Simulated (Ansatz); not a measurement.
**CdS: response to strain**

Aim: deform CdS (equal xx and yy strain of +1 %) and compute stress, forces and field gradients with LAPW, PAW and all-electron datasets made for the crystal.

Program: Ansatz 0.2.0. Level of theory: DFT PBE, scalar-relativistic. These are calculated values, not measurements.

### Step 1. The starting structure

It takes space group P6_3mc (No. 186, hexagonal). Conventional cell: a = 4.135 Å, b = 4.135 Å, c = 6.749 Å, α = 90.00°, β = 90.00°, γ = 120.00°. Cd (site symmetry 3m) is surrounded by 4 S at 2.51 to 2.60 Å. S (site symmetry 3m) is surrounded by 4 Cd at 2.51 to 2.60 Å.

As a file:

```xyz
4
Lattice="4.1348 0.0000 0.0000 -2.0674 3.5808 0.0000 0.0000 0.0000 6.7490" Properties=species:S:1:pos:R:3 pbc="T T T"
Cd    0.0000    2.3872    0.0000
Cd    2.0674    1.1936    3.3745
S     0.0000    2.3872    2.5984
S     2.0674    1.1936    5.9729
```

Atoms are numbered in the order of the input: Cd1, Cd2, S3, S4.

### Step 2. After the deformation

Space group P6_3mc before, P6_3mc after.

### Step 3. Full-potential LAPW

File input.yaml:

```yaml
crystal:
  lattice:
    - [4.1761471954, 0.0, 0.0]
    - [-2.0880735977, 3.6166495612, 0.0]
    - [0.0, 0.0, 6.749]
  atoms:
    - { symbol: Cd, position: [0.3333333333, 0.6666666667, 0.0] }
    - { symbol: Cd, position: [0.6666666667, 0.3333333333, 0.5] }
    - { symbol: S, position: [0.3333333333, 0.6666666667, 0.385] }
    - { symbol: S, position: [0.6666666667, 0.3333333333, 0.885] }
kpoints:
  mp_grid: { grid: [7, 7, 4] }
  band_path:
    path:
      - [0.0, 0.0, 0.0]
      - [0.5, 0.0, 0.0]
      - [0.3333333333, 0.3333333333, 0.0]
      - [0.0, 0.0, 0.0]
      - [0.0, 0.0, 0.5]
      - [0.5, 0.0, 0.5]
      - [0.3333333333, 0.3333333333, 0.5]
      - [0.0, 0.0, 0.5]
      - [0.5, 0.0, 0.5]
    npoints: 5
scf:
  occupations: { method: fermi_dirac, width: 0.01 }
hamiltonian:
  xc: pbe
  pseudopotentials: { kind: all_electron, lapw: { basis_error: 0.001 } }
output:
  forces: true
  stress: true
  eigenvalues: true
```

Launch:

```bash
> ansatz run input.yaml --threads 1 --pin off --max-ram 4096MiB --backend cpu --events-out ev --progress --plain --runs-dir out
```

The program printed (excerpt; [...] marks lines left out):

```text
LAPW: plane waves up to 8.017 Å⁻¹, error target 1.0e-3 eV per atom; small_component_spin mean_spin; S in spheres of 1.099 Å, 14 of its electrons in bands, Dirac shells []; Cd in spheres of 1.434 Å, 20 of its electrons in bands, Dirac shells []
[...]
Pseudopotentials: kind: all_electron
Pseudopotential: Cd, LAPW, valence charge 20, Koelling and Harmon's equation, gaussian nucleus
Pseudopotential: S, LAPW, valence charge 14, Koelling and Harmon's equation, gaussian nucleus
Functional definition: PBE
[...]
Crystal: 4 atoms, lattice volume = 101.935 Å³
Basis set: ecut = 244.87893352842994 eV, 905 PW (Γ), exchange–correlation at level 2
Bands: 41, of which v1, the nominal top of the filled ones, is band 34 counted from 1 (33 counted from 0)
Symmetry: 12 space group operations
Space group: P63mc (ITA 186), of the structure as read, at distance tolerance 4.7e-5 Å
k-points: 24 of 196 (time reversal used)
[...]
SCF iter   1: F=—  HF=-326199.941509 eV  |F-HF|=—  |Δ(HF+E_count)|=         —  Δρ=3.77e-2  dr2=2.98e0  ethr=4.37e-3  ⟨swp⟩=2.0  Hψ=6701  notcnv=0
[...]
the basis was enlarged: its passes take 159.5 KiB over the memory plan, 1 of 1 planned eigensolver slots
[...]
SCF iter   9: F=-326198.844106 eV  HF=-326198.844106 eV  |F-HF|=2.40e-8  |Δ(HF+E_count)|=   1.13e-6  Δρ=3.62e-6  dr2=1.86e-8  ethr=1.21e-9  ⟨swp⟩=3.0  Hψ=3011  notcnv=0
[...]
NSCF: frozen V_eff on 41 k-points
SCF converged after 9 iterations
Free energy (F): -326198.844106 eV
[...]
E sigma→0 (E₀):  -326198.844106 eV
Fermi energy:    7.933596 eV
[...]
--- Forces (eV/Å), atoms counted from 1 ---
  atom   1  Cd    -0.00000000     0.00000000     0.18527845
  atom   2  Cd    -0.00000000    -0.00000000     0.18527845
  atom   3  S     -0.00000000     0.00000000    -0.18529954
  atom   4  S     -0.00000000    -0.00000000    -0.18529954
[...]
--- Stress (GPa, compression-positive) ---
        1.634038       0.000000       0.000000
        0.000000       1.634038      -0.000000
        0.000000       0.000000       0.532861
  P = ⅓ Tr σ = 1.2670 GPa (12.670 kbar)
--- Band table (eV; the first three rows and the last of 24) ---
[...]
```

Wall time 34 s (1 thread of Intel Xeon Platinum 8488C (Sapphire Rapids), shared host); peak memory 0.42 GiB.

In short: pressure 1.27 GPa; gap 1.19 eV, direct at Γ; largest force 0.185 eV/Å.

### Step 4. PAW with frozen cores

File input.yaml:

```yaml
crystal:
  lattice:
    - [4.1761471954, 0.0, 0.0]
    - [-2.0880735977, 3.6166495612, 0.0]
    - [0.0, 0.0, 6.749]
  atoms:
    - { symbol: Cd, position: [0.3333333333, 0.6666666667, 0.0] }
    - { symbol: Cd, position: [0.6666666667, 0.3333333333, 0.5] }
    - { symbol: S, position: [0.3333333333, 0.6666666667, 0.385] }
    - { symbol: S, position: [0.6666666667, 0.3333333333, 0.885] }
kpoints:
  mp_grid: { grid: [7, 7, 4] }
scf:
  occupations: { method: fermi_dirac, width: 0.01 }
hamiltonian:
  xc: pbe
  pseudopotentials: { kind: paw }
output:
  forces: true
  stress: true
  eigenvalues: true
  efg: { contact_densities: true }
```

Launch:

```bash
> ansatz run input.yaml --threads 1 --pin off --max-ram 4096MiB --backend cpu --events-out ev --progress --plain --runs-dir out
```

The program printed:

```text
Cd: output.efg is read without spin–orbit coupling, which moves field gradients at and beside such atoms by some per cent and up to a factor of two; PAW files take it under magnetization.noncollinear and magnetization.spin_orbit
Engine: ansatz 0.2.0
Pseudopotentials: kind: paw
Pseudopotential: Cd, paw, valence charge 20, recommended cutoff 420 eV (normal)
Pseudopotential: S, paw, valence charge 6, recommended cutoff 420 eV (normal)
[... 1 set-up line as earlier in the session ...]
  parameter kappa = 0.804
  parameter beta = 0.06672455060314922
  exchange = pbe_x(kappa = kappa, mu = beta*pi^2/3)
  correlation = pbe_c(beta = beta)
Crystal: 4 atoms, lattice volume = 101.935 Å³
Basis set: ecut = 420 eV, 1985 PW (Γ), exchange–correlation on 60×60×96 points (8 copies of the dense FFT grid, shifted against one another)
Bands: 32, of which v1, the nominal top of the filled ones, is band 26 counted from 1 (25 counted from 0)
[... 2 set-up lines as earlier in the session ...]
k-points: 24 of 196 (time reversal used)
Non-local potential: Cd, projectors of the file, l = 0: 3, l = 1: 2, l = 2: 2, l = 3: 1
Non-local potential: S, projectors of the file, l = 0: 2, l = 1: 2, l = 2: 2
PAW form: soft (Blöchl's): semilocal exchange-correlation on the pseudo side does not see the compensation charge
PAW one-centre angular grid: Cd, 590 points (default); XC on 64 Gauss nodes
PAW one-centre angular grid: S, 110 points (default); XC on 64 Gauss nodes
Initial density: superposition of atomic densities (neutral atoms: chi_scale 0, normalization atom), corrected by the library's trained network
Initial wavefunctions: pseudopotential atomic-orbital guess
Functional: x = pbe(κ = 0.804, μ = 0.2195149727645171), c = pbe(β = 0.06672455060314922)
SCF iter   1: F=—  HF=-18315.642719 eV  |F-HF|=—  |Δ(HF+E_count)|=         —  Δρ=6.01e-4  dr2=4.69e-4  ethr=1.77e-3  ⟨swp⟩=6.2  Hψ=3166  notcnv=0
preconditioner: auto → Resta (q_TF=auto, 2.439 Å⁻¹)  ε∞=4.6  [insulator: Δε(μ)=1.182 eV  Ē_g=11.568 eV  σ=0.010 eV  W_gap=1.00  n_scr=22 (ndim 8)  ℏωp=22.1 eV  f_vac=0.134  D(μ)=0.00/eV (n_scr^D=0)  ε∞_Penn≈4.6]
SCF iter   2: F=—  HF=-18315.644228 eV  |F-HF|=—  |Δ(HF+E_count)|=   1.51e-3  Δρ=3.19e-4  dr2=1.27e-4  ethr=9.03e-7  ⟨swp⟩=2.9  Hψ=1758  notcnv=0  defer=40
SCF iter   3: F=—  HF=-18315.644286 eV  |F-HF|=—  |Δ(HF+E_count)|=   5.77e-5  Δρ=1.06e-4  dr2=8.45e-6  ethr=2.45e-7  ⟨swp⟩=2.0  Hψ=1201  notcnv=0  defer=16
automatic band count: iteration 3 solves 31 bands in place of 32: the levels show a gap, and the empty bands left out lie too high to hold charge; the band table lists the bands solved (type scf.n_extra_bands for more)
SCF iter   4: F=—  HF=-18315.644213 eV  |F-HF|=—  |Δ(HF+E_count)|=   7.25e-5  Δρ=4.83e-5  dr2=2.05e-6  ethr=1.62e-8  ⟨swp⟩=2.3  Hψ=1138  notcnv=0  defer=16
SCF iter   5: F=—  HF=-18315.644217 eV  |F-HF|=—  |Δ(HF+E_count)|=   3.66e-6  Δρ=1.09e-5  dr2=1.65e-7  ethr=3.95e-9  ⟨swp⟩=2.0  Hψ=1160  notcnv=0  defer=16
SCF iter   6: F=-18315.644217 eV  HF=-18315.644217 eV  |F-HF|=1.94e-8  |Δ(HF+E_count)|=   1.52e-7  Δρ=3.84e-6  dr2=2.28e-8  ethr=1.92e-10  ⟨swp⟩=6.4  Hψ=3025  notcnv=0
SCF 1 converged in 6 iterations: F = -18315.644217 eV  dr2 = 2.28e-8
SCF converged after 6 iterations
Free energy (F): -18315.644217 eV
Harris-Foulkes:  -18315.644217 eV  (|F-HF|=1.94e-8)
Internal energy: -18315.644217 eV  (E = F + TS)
E sigma→0 (E₀):  -18315.644217 eV
Fermi energy:    7.117841 eV
--- Per-component energies (eV) ---
  E_band       = -1029.160380
  E_kinetic    = 1222.790979
  E_local      = -8115.523174  (includes V_loc(G=0)·N_el)
  E_nonlocal   = 124.392621
  E_hartree    = 3723.836269
  E_xc         = -547.331630
  E_vxc        = -617.596883  (∫ρ·V_xc dr)
  E_paw        = -9367.736795  (= ΣΔE_a)
  E_vpaw       = -1090.905535  (= ΣTr[D̂ρ^β])
  E_aug_tail   = 0.000031  (compensation charges beyond the density's cutoff)
  E_ewald      = -5356.072517
  E_smearing   = -0.000000  (= −TS)
  E_closure    = -0.000000  (closes the sum)
  Σ components = -18315.644217   (vs F -18315.644217, Δ=0.00e0)
--- Forces (eV/Å), atoms counted from 1 ---
  atom   1  Cd    -0.00000000    -0.00000000     0.18477946
  atom   2  Cd    -0.00000000     0.00000000     0.18477946
  atom   3  S     -0.00000000    -0.00000000    -0.18478677
  atom   4  S     -0.00000000     0.00000000    -0.18478677
  max |Σ_I F_I| component: 1.46e-5 eV/Å
--- Stress (GPa, compression-positive) ---
        1.599884       0.000000       0.000000
        0.000000       1.599884      -0.000000
       -0.000000      -0.000000       0.507517
  P = ⅓ Tr σ = 1.2358 GPa (12.358 kbar)
--- PAW observables at the nuclei: V_zz in 10²¹ V/m², potentials from the cell's mean, atoms counted from 1 ---
  atom   1  Cd V_zz =    +2.472288   η = 0.0000   by run symmetry: allowed
            electrostatic potential = -7703.798132 V   contact ρ = 1035900.742366 e/Å³
  atom   2  Cd V_zz =    +2.472288   η = 0.0000   by run symmetry: allowed
            electrostatic potential = -7703.798132 V   contact ρ = 1035900.742366 e/Å³
  atom   3  S  V_zz =    -0.836396   η = 0.0000   by run symmetry: allowed
            electrostatic potential = -1633.283380 V   contact ρ = 19766.648621 e/Å³
  atom   4  S  V_zz =    -0.836396   η = 0.0000   by run symmetry: allowed
            electrostatic potential = -1633.283380 V   contact ρ = 19766.648621 e/Å³
--- Band table (eV; the first three rows and the last of 24) ---
  k-point 0: bands = ["-94.7129", "-94.7129", "-55.7873", "-55.7868", "-55.7843", "-55.7843", "-55.7842", "-55.7842", "-5.6758", "-5.2722", "-1.0900", "-1.0900", "-1.0350", "-1.0216", "-1.0216", "-0.6810", "-0.6810", "-0.5930", "-0.5930", "-0.2510", "2.4295", "5.8260", "5.8260", "6.5121", "6.5184", "6.5184", "7.7080", "9.1801", "12.9679", "12.9679", "13.3615"]
  k-point 1: bands = ["-94.7129", "-94.7129", "-55.7873", "-55.7869", "-55.7843", "-55.7843", "-55.7842", "-55.7842", "-5.6151", "-5.3287", "-1.0830", "-1.0830", "-1.0347", "-1.0347", "-0.9905", "-0.6655", "-0.6655", "-0.6032", "-0.6032", "-0.4881", "2.9929", "5.5566", "5.9225", "5.9225", "6.4117", "6.4117", "8.5737", "9.2698", "12.8270", "13.0296", "13.0296"]
  k-point 2: bands = ["-94.7129", "-94.7129", "-55.7871", "-55.7871", "-55.7843", "-55.7843", "-55.7843", "-55.7843", "-5.4699", "-5.4699", "-1.0618", "-1.0618", "-1.0618", "-1.0618", "-0.8187", "-0.8187", "-0.6317", "-0.6317", "-0.6317", "-0.6317", "4.2031", "4.2031", "6.1619", "6.1619", "6.1619", "6.1619", "9.2944", "9.2944", "12.6540", "12.6540", "13.2908"]
  k-point 23: bands = ["-94.7129", "-94.7129", "-55.7870", "-55.7870", "-55.7846", "-55.7846", "-55.7845", "-55.7845", "-5.1782", "-5.1782", "-0.8970", "-0.8970", "-0.8769", "-0.8769", "-0.7035", "-0.7035", "-0.6431", "-0.6431", "-0.1714", "-0.1714", "2.6466", "2.6466", "4.3011", "4.3011", "5.5031", "5.5031", "10.8680", "10.8680", "12.5300", "12.5300", "13.0759"]
```

Run time: 5.4 s. Hardware: 1 thread of Intel Xeon Platinum 8488C (Sapphire Rapids), shared host; peak memory 0.42 GiB.

Result: pressure 1.24 GPa; gap on the k mesh 1.19 eV; largest force 0.185 eV/Å; Vzz Cd1 2.47 (η = 0.00), S3 -0.84 (η = 0.00) (10²¹ V/m²).

### Step 5. Datasets made for this crystal

input.yaml, as its differences from that of step 4:

```diff
@@ -16,3 +16,3 @@
   xc: pbe
-  pseudopotentials: { kind: paw }
+  pseudopotentials: { kind: all_electron, datasets: crystal }
 output:
```

Launch:

```bash
> ansatz run input.yaml --threads 1 --pin off --max-ram 4096MiB --backend cpu --events-out ev --progress --plain --runs-dir out
```

The program printed:

```text
hamiltonian.pseudopotentials.datasets: crystal makes datasets for this crystal and solves the spheres of its atoms anew in each pass: cutoff 260.0 eV, the density's 1040.0 eV; for an error of 0.50 meV an atom under PBE, 2.0 meV for the cell; an energy difference from a run of another recipe may be off by several times the error for the cell, under r2SCAN by more, where some 0.1 meV an atom stays at smaller errors; S in spheres of 1.154 Å, 6 of its electrons in bands; Cd in spheres of 1.376 Å, 12 of its electrons in bands, 8 on its site; only band paths and densities of states list, in semicore columns, the levels of the semicore shells that are solved separately: 4s of Cd, 4p of Cd
Cd: output.efg is read without spin–orbit coupling, which moves field gradients at and beside such atoms by some per cent and up to a factor of two; PAW files take it under magnetization.noncollinear and magnetization.spin_orbit
[... 2 set-up lines as earlier in the session ...]
Pseudopotential: Cd, paw, valence charge 20, recommended cutoff 260 eV (normal), Koelling and Harmon's equation, gaussian nucleus
Pseudopotential: S, paw, valence charge 6, recommended cutoff 260 eV (normal), Koelling and Harmon's equation, gaussian nucleus
[... 5 set-up lines as earlier in the session ...]
Crystal: 4 atoms, lattice volume = 101.935 Å³
Basis set: ecut = 260 eV, 989 PW (Γ), exchange–correlation on 48×48×72 points (8 copies of the dense FFT grid, shifted against one another)
Bands: 22, of which v1, the nominal top of the filled ones, is band 18 counted from 1 (17 counted from 0)
[... 2 set-up lines as earlier in the session ...]
k-points: 24 of 196 (time reversal used)
Non-local potential: Cd, projectors of the file, l = 0: 1, l = 1: 1, l = 2: 2
Non-local potential: S, projectors of the file, l = 0: 1, l = 1: 1, l = 2: 2
[... 1 set-up line as earlier in the session ...]
PAW one-centre angular grid: Cd, 590 points (default); XC on its mesh's 1869 points in the sphere
PAW one-centre angular grid: S, 110 points (default); XC on its mesh's 1931 points in the sphere
Initial density: superposition of atomic densities (neutral atoms: chi_scale 0, normalization atom)
[... 2 set-up lines as earlier in the session ...]
iter 1 solved again at ethr=9.09e-3 eV; its pass at ethr=1.00e-1 eV (dr2=3.27e0 eV) is discarded
SCF iter   1: F=—  HF=-326199.875126 eV  |F-HF|=—  |Δ(HF+E_count)|=         —  Δρ=3.99e-2  dr2=3.35e0  ethr=9.09e-3  ⟨swp⟩=2.8  Hψ=2659  notcnv=0
preconditioner: auto → Resta (q_TF=auto, 2.294 Å⁻¹)  ε∞=5.6  [insulator: Δε(μ)=1.735 eV  Ē_g=10.343 eV  σ=0.010 eV  W_gap=1.00  n_scr=22 (ndim 8)  ℏωp=22.1 eV  f_vac=0.026  D(μ)=0.00/eV (n_scr^D=0)  ε∞_Penn≈5.6]
SCF iter   2: F=—  HF=-326198.956548 eV  |F-HF|=—  |Δ(HF+E_count)|=   9.19e-1  Δρ=1.85e-2  dr2=5.46e-1  ethr=9.09e-3  ⟨swp⟩=3.1  Hψ=1209  notcnv=0  defer=2
iter 3 solved again at ethr=1.10e-4 eV; its pass at ethr=1.52e-3 eV (dr2=3.94e-2 eV) is discarded
SCF iter   3: F=—  HF=-326198.836708 eV  |F-HF|=—  |Δ(HF+E_count)|=   1.20e-1  Δρ=6.51e-3  dr2=3.93e-2  ethr=1.10e-4  ⟨swp⟩=2.9  Hψ=2557  notcnv=0  defer=6
SCF iter   4: F=—  HF=-326198.844679 eV  |F-HF|=—  |Δ(HF+E_count)|=   7.97e-3  Δρ=2.64e-3  dr2=6.29e-3  ethr=1.09e-4  ⟨swp⟩=3.5  Hψ=1417  notcnv=0  defer=4
SCF iter   5: F=—  HF=-326198.844409 eV  |F-HF|=—  |Δ(HF+E_count)|=   2.70e-4  Δρ=6.90e-4  dr2=6.86e-4  ethr=1.75e-5  ⟨swp⟩=3.4  Hψ=1450  notcnv=0  defer=5
SCF iter   6: F=—  HF=-326198.845005 eV  |F-HF|=—  |Δ(HF+E_count)|=   5.96e-4  Δρ=3.64e-4  dr2=2.23e-4  ethr=1.91e-6  ⟨swp⟩=3.4  Hψ=1298  notcnv=0  defer=6
SCF iter   7: F=—  HF=-326198.845370 eV  |F-HF|=—  |Δ(HF+E_count)|=   3.64e-4  Δρ=1.03e-4  dr2=1.40e-5  ethr=6.20e-7  ⟨swp⟩=3.6  Hψ=1306  notcnv=0  defer=6
SCF iter   8: F=—  HF=-326198.845467 eV  |F-HF|=—  |Δ(HF+E_count)|=   9.76e-5  Δρ=3.04e-5  dr2=1.49e-6  ethr=3.90e-8  ⟨swp⟩=3.2  Hψ=1333  notcnv=0  defer=3
SCF iter   9: F=-326198.845470 eV  HF=-326198.845470 eV  |F-HF|=1.16e-7  |Δ(HF+E_count)|=   2.51e-6  Δρ=6.25e-6  dr2=5.57e-8  ethr=4.14e-9  ⟨swp⟩=3.0  Hψ=1278  notcnv=0  defer=1
SCF 1 converged in 9 iterations: F = -326198.845468 eV  dr2 = 5.57e-8
  Residual-converged pass: ⟨swp⟩=4.0  Hψ=1540  notcnv=0  max |occ|·‖R‖ = 6.2e-6 eV (tolerance 6.7e-6 eV)  dr2=5.69e-8  dr2_onsite=3.16e-8  max |Δocc| = 0.0e0
SCF converged after 9 iterations
Free energy (F): -326198.845468 eV
Harris-Foulkes:  -326198.845468 eV  (|F-HF|=1.16e-7)
Internal energy: -326198.845468 eV  (E = F + TS)
E sigma→0 (E₀):  -326198.845468 eV
Past the cutoff: the bands carry plane waves up to 1.75 times it, of which those up to 1.5 times it add -0.000264 eV an atom, each by itself; the spheres take 0.000267 eV an atom off the energy for waves past 1.75 times it
By the cutoff:   a pressure is off by up to 0.006 GPa (1.2 times the spheres' own share and the shells' term, over an atom's volume, and 0.004 GPa: a bound that held against runs at twice the plane waves)
Past the cutoffs: a stress includes 0.0009 GPa for waves and charges beyond them, in addition to the slope of what the spheres take
In the spheres:  the bands' charges fall short by 1.6e-6 e at most (sound up to 1e-3), those of shells solved beside the bands by 1.7e-7 e (sound up to 5e-4)
Fermi energy:    7.933556 eV
--- Per-component energies (eV) ---
  The terms above E_closure are by the made datasets' own strengths, without shells solved beside the bands.
--- Forces (eV/Å), atoms counted from 1 ---
  atom   1  Cd     0.00000000    -0.00000000     0.18521439
  atom   2  Cd     0.00000000     0.00000000     0.18521439
  atom   3  S     -0.00000000    -0.00000000    -0.18523508
  atom   4  S      0.00000000     0.00000000    -0.18523508
  max |Σ_I F_I| component: 4.14e-5 eV/Å
--- Stress (GPa, compression-positive) ---
        1.631272       0.000000       0.000000
        0.000000       1.631272       0.000000
       -0.000000       0.000000       0.530841
  P = ⅓ Tr σ = 1.2645 GPa (12.645 kbar)
  It holds what live shells' own plane waves past their cutoff add
--- PAW observables at the nuclei: V_zz in 10²¹ V/m², potentials from the cell's mean, atoms counted from 1 ---
  atom   1  Cd V_zz =    +2.494384   η = 0.0000   by run symmetry: allowed
            electrostatic potential = -7703.693766 V   contact ρ = 1035881.182357 e/Å³
  atom   2  Cd V_zz =    +2.494384   η = 0.0000   by run symmetry: allowed
            electrostatic potential = -7703.693766 V   contact ρ = 1035881.182357 e/Å³
  atom   3  S  V_zz =    -0.834742   η = 0.0000   by run symmetry: allowed
            electrostatic potential = -1633.176085 V   contact ρ = 19784.743456 e/Å³
  atom   4  S  V_zz =    -0.834742   η = 0.0000   by run symmetry: allowed
            electrostatic potential = -1633.176085 V   contact ρ = 19784.743456 e/Å³
--- Band table (eV; the first three rows and the last of 24) ---
  k-point 0: bands = ["-4.8593", "-4.4556", "-0.2763", "-0.2763", "-0.2214", "-0.2081", "-0.2081", "0.1319", "0.1319", "0.2200", "0.2200", "0.5621", "3.2462", "6.6421", "6.6421", "7.3276", "7.3340", "7.3340", "8.5238", "9.9966"]
  k-point 1: bands = ["-4.7986", "-4.5122", "-0.2693", "-0.2693", "-0.2211", "-0.2211", "-0.1770", "0.1474", "0.1474", "0.2097", "0.2097", "0.3253", "3.8093", "6.3723", "6.7385", "6.7385", "7.2274", "7.2274", "9.3896", "10.0863"]
  k-point 2: bands = ["-4.6533", "-4.6533", "-0.2482", "-0.2482", "-0.2482", "-0.2482", "-0.0051", "-0.0051", "0.1812", "0.1812", "0.1812", "0.1812", "5.0191", "5.0191", "6.9778", "6.9778", "6.9778", "6.9778", "10.1106", "10.1106"]
  k-point 23: bands = ["-4.3615", "-4.3615", "-0.0835", "-0.0835", "-0.0635", "-0.0635", "0.1096", "0.1096", "0.1699", "0.1699", "0.6417", "0.6417", "3.4632", "3.4632", "5.1177", "5.1177", "6.3193", "6.3193", "11.6848", "11.6848"]
```

Wall time 12 s (1 thread of Intel Xeon Platinum 8488C (Sapphire Rapids), shared host); peak memory 0.65 GiB.

Result: pressure 1.26 GPa; gap on the k mesh 1.19 eV; largest force 0.185 eV/Å; Vzz Cd1 2.49 (η = 0.00), S3 -0.83 (η = 0.00) (10²¹ V/m²).

### Step 6. Side by side

Stress (GPa, compression positive):

| method | xx | yy | zz | yz | xz | xy |
| --- | --- | --- | --- | --- | --- | --- |
| LAPW | 1.63 | 1.63 | 0.53 | 0.00 | 0.00 | 0.00 |
| PAW | 1.60 | 1.60 | 0.51 | 0.00 | 0.00 | 0.00 |
| crystal datasets | 1.63 | 1.63 | 0.53 | 0.00 | 0.00 | 0.00 |

Forces (eV/Å):

| atom | LAPW x | LAPW y | LAPW z | PAW x | PAW y | PAW z | crystal datasets x | crystal datasets y | crystal datasets z |
| --- | --- | --- | --- | --- | --- | --- | --- | --- | --- |
| Cd1 | 0.000 | 0.000 | 0.185 | 0.000 | 0.000 | 0.185 | 0.000 | 0.000 | 0.185 |
| Cd2 | 0.000 | 0.000 | 0.185 | 0.000 | 0.000 | 0.185 | 0.000 | 0.000 | 0.185 |
| S3 | 0.000 | 0.000 | -0.185 | 0.000 | 0.000 | -0.185 | 0.000 | 0.000 | -0.185 |
| S4 | 0.000 | 0.000 | -0.185 | 0.000 | 0.000 | -0.185 | 0.000 | 0.000 | -0.185 |

| method | pressure (GPa) | gap on the k mesh (eV) | largest force (eV/Å) | Vzz Cd1 (10²¹ V/m²) | Vzz S3 (10²¹ V/m²) | SCF cycles, all passes |
| --- | --- | --- | --- | --- | --- | --- |
| LAPW | 1.27 | 1.19 | 0.185 | – | – | 9 |
| PAW | 1.24 | 1.19 | 0.185 | 2.47 | -0.84 | 6 |
| crystal datasets | 1.26 | 1.19 | 0.185 | 2.49 | -0.83 | 9 |

### Step 7. Results

| quantity | value |
| --- | --- |
| pressure | LAPW 1.27, PAW 1.24, crystal datasets 1.26 GPa |
| largest shear or deviatoric stress (LAPW) | 0.73 GPa |

The largest part of the stress beyond the pressure is 0.73 GPa in size, in the zz component; the atoms are carried along and not relaxed. No run of the undeformed cell stands beside it, so the pressure holds what the given cell had before the change. PAW: stress within 0.03 GPa of LAPW, forces within 1 meV/Å. Crystal datasets: stress within 0.01 GPa of LAPW, forces within 1 meV/Å.
